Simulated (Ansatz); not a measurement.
The system is MgI2.

```xyz
3
Lattice="4.1400 0.0000 0.0000 -2.0700 3.5853 0.0000 0.0000 0.0000 6.8800" Properties=species:S:1:pos:R:3 pbc="T T T"
I     2.0700    1.1951    5.1600
I     0.0000    2.3902    1.7200
Mg    0.0000    0.0000    0.0000
```

Program: Ansatz 0.2.0. Alike in all runs: task band structure; potentials or basis Ansatz PAW; cell as given.

Q: Order these runs on this cell by their band gap on the k mesh, lowest first.
A. level PBEsol; spin SOC, no magnetisation; k mesh 8 × 8 × 4; cutoff (eV) 420; smearing fermi-dirac 0.05 eV; points for each segment of the path 14
B. level LDA; spin off; k mesh 12 × 12 × 4; cutoff (eV) 420; smearing fixed; level lda; run kind scf
C. level PBE0; spin off; k mesh 6 × 6 × 4; cutoff (eV) 420; smearing fixed; level pbe0; run kind scf
D. level HSE06; spin off; k mesh 6 × 6 × 4; cutoff (eV) 420; smearing fixed; level hse06; run kind scf
E. level r2SCAN; spin off; k mesh 8 × 8 × 4; cutoff (eV) 500; smearing fermi-dirac 0.05 eV; points for each segment of the path 14

A: A (3.08 eV), B (3.33 eV), E (4.12 eV), D (4.44 eV), C (5.14 eV).

Caveats: spin-orbit coupling is left out, which moves the levels of the heavy elements (some runs); the k mesh misses the band edges, so the gap on the mesh is wider than the one along the path (some runs).

Not every run made on this cell is shown here.
